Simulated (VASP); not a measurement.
Wanted: the native input for a VASP 6.6.1 run.

| Property | Result |
| --- | --- |
| Task | relaxation of cell and atoms |
| Functional | LDA |
| Potentials or basis | VASP PAW LDA potentials, release 64 (Sr_sv, Ti_sv, O) |
| Cutoff | 600 eV |
| k mesh | 8 × 8 × 8 |
| Occupations | gaussian, width 0.03 eV |
| Spin | no spin polarisation |
| Further INCAR settings | ALGO = Normal; EDIFF = 1e-06; IBRION = 2; EDIFFG = -0.01; NSW = 90; ISIF = 3 |

The structure of SrTiO3 lies in POSCAR:

```
SrTiO3
1.0
    3.9052800000      0.0000000000      0.0000000000
    0.0000000000      3.9052800000      0.0000000000
    0.0000000000      0.0000000000      3.9052800000
Sr Ti O
1 1 3
Direct
    0.5000000000      0.5000000000      0.5000000000
    0.0000000000      0.0000000000      0.0000000000
    0.5000000000      0.0000000000      0.0000000000
    0.0000000000      0.5000000000      0.0000000000
    0.0000000000      0.0000000000      0.5000000000
```

The input as run:

INCAR

```
SYSTEM = SrTiO3
  ALGO = Normal
  EDIFF = 1E-6
  EDIFFG = -0.01
  ENCUT = 600
  IBRION = 2
  ISIF = 3
  ISMEAR = 0
  LASPH = .True.
  LCHARG = .False.
  LREAL = .False.
  LWAVE = .False.
  NELM = 80
  NSW = 90
  PREC = Accurate
  SIGMA = 0.03
```

KPOINTS

```
k-points
0
Gamma
  8 8 8
  0 0 0
```

Potentials or basis: VASP PAW LDA potentials, release 64 (Sr_sv, Ti_sv, O).

Run with:

```sh
$ cat potpaw_LDA.64/Sr_sv/POTCAR potpaw_LDA.64/Ti_sv/POTCAR potpaw_LDA.64/O/POTCAR > POTCAR
$ mpirun -np 1 vasp_std > vasp.out
```

Results of the run:

```
Relaxed volume                         : 11.50 Å³/atom
Relaxed cell                           : a = 3.860 Å, b = 3.860 Å, c = 3.860 Å, α = 90.00°, β = 90.00°, γ = 90.00°
Space group after relaxing (to 0.05 Å) : Pm-3m (No. 221)
Energy gained by relaxing              : 8.7 meV/atom
Ionic steps                            : 3
Pressure after relaxing                : -0.1 GPa
Band gap on the k mesh                 : 1.81 eV, indirect (least direct gap 2.15 eV)
```

Wall time 43 s on 1 thread of Intel(R) Xeon(R) 6975P-C (Granite Rapids), on a shared host, peak memory 0.2 GiB.
